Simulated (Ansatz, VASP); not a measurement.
**Pt in VASP and in Ansatz**

```
Pt
1.0
    -1.39293    1.39293    1.97039
     1.39293   -1.39293    1.97039
     1.39293    1.39293   -1.97039
Pt
1
Direct
  0.00000 0.00000 0.00000
```

Alike in both runs: functional r2SCAN; k mesh 28 × 28 × 28; occupations gaussian, width 0.1 eV; no spin polarisation.

Ansatz relaxed the structure, and its values are those at the end. VASP's run is a single point on that final structure, the one shown.

```csv
,VASP,Ansatz
version,VASP 6.6.1,Ansatz 0.2.0
potentials or method,"VASP PAW PBE potentials, release 64 (Pt)","scalar-relativistic, plane waves, PAW"
plane-wave cutoff (eV),520,500
valence electrons in the cell,10,18
```

|  | VASP | Ansatz | Ansatz less VASP |
| --- | --- | --- | --- |
| gap on the k mesh at the Fermi level (eV) | none | none | - |
| pressure (GPa) | 0.7 | 0.0 | -0.70 |

A gap of «none» marks a metal or a gap that the smearing closes. The two sets of potentials don't hold the same shells in valence.

Caveats: the PAW data sets were made with another functional, which shifts forces and pressure a little (VASP). The runs have no spin-orbit coupling, so splittings on Pt are missing.
